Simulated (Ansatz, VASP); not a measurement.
## S in VASP and in Ansatz

```
S
1.0
     0.00000    1.87676    2.25211
     1.87676    0.00000    2.25211
     1.87676    1.87676    0.00000
S
1
Direct
  0.00000 0.00000 0.00000
```

Alike in both runs: task single point; functional PBE; dispersion D3(BJ); k mesh 22 × 22 × 22; occupations gaussian, width 0.15 eV; no spin polarisation.

```csv
,VASP,Ansatz
version,VASP 6.6.1,Ansatz 0.2.0
potentials or method,"VASP PAW PBE potentials, release 64 (S)","scalar-relativistic, plane waves, PAW"
plane-wave cutoff (eV),520,420
valence electrons in the cell,6,6
```

VASP gave:

| Quantity | Value |
| --- | --- |
| gap on the k mesh at the Fermi level (eV) | none |
| pressure (GPa) | -3.8 |
| largest component of the traceless stress (GPa) | 9.71 |

Estimate Ansatz's values.

gap on the k mesh at the Fermi level (eV): none; pressure (GPa): -3.6; largest component of the traceless stress (GPa): 9.68.

A gap of «none» marks a metal or a gap that the smearing closes. With one functional, cell and mesh, what is left measures potentials, basis and numerics.

Caveats: pairwise dispersion overbinds metals, which lowers pressure and volume.
